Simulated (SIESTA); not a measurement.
The system is Zn.

```
CELL_PARAMETERS angstrom
3.92955 0.00000 0.00000
0.00000 3.92955 0.00000
0.00000 0.00000 3.92955
ATOMIC_POSITIONS crystal
Zn 0.00000 0.00000 0.00000
Zn 0.00000 0.50000 0.50000
Zn 0.50000 0.00000 0.50000
Zn 0.50000 0.50000 0.00000
```

This isn't the form of Zn at room conditions, which is hcp.

* Program: SIESTA 5.4.2
* Task: relaxation of cell and atoms
* Functional: LDA
* Potentials or basis: PseudoDojo 0.4 standard (LDA files)
* Basis: TZP (energy shift 0.002 Ry)
* Grid cutoff: 800 Ry
* Energy shift: 0.002 Ry
* k mesh: 7 × 7 × 7
* Occupations: fermi-dirac, width 0.05 eV
* Spin: no spin polarisation

At the start: pressure -9.4 GPa; volume 15.17 Å³/atom.

Task: Where does the relaxation end?

Result: Over 4 steps the energy falls by 43.7 meV/atom and the volume is 13.77 Å³/atom (-9.2 %); space group Fm-3m (No. 225, to 0.05 Å).

Step by step:
```tsv
step	energy change (eV)	largest force (eV/Å)	pressure (GPa)	volume (Å³)
1	0.0000	0.0000	-9.37	60.68
2	-0.0322	0.0000	-8.66	60.10
3	-0.1703	0.0000	1.77	54.22
4	-0.1750	0.0000	0.00	55.09
```

Final structure:
```
Zn
1.0
     3.80508    0.00000    0.00000
     0.00000    3.80508    0.00000
     0.00000    0.00000    3.80508
Zn
4
Direct
  0.00000 0.00000 0.00000
  0.00000 0.50000 0.50000
  0.50000 0.00000 0.50000
  0.50000 0.50000 0.00000
```

Caveat: semicore shells carry a single zeta, which can move pressures by several GPa and volumes by a few percent; the basis of atomic orbitals isn't converged, which shifts pressures, moduli and gaps.
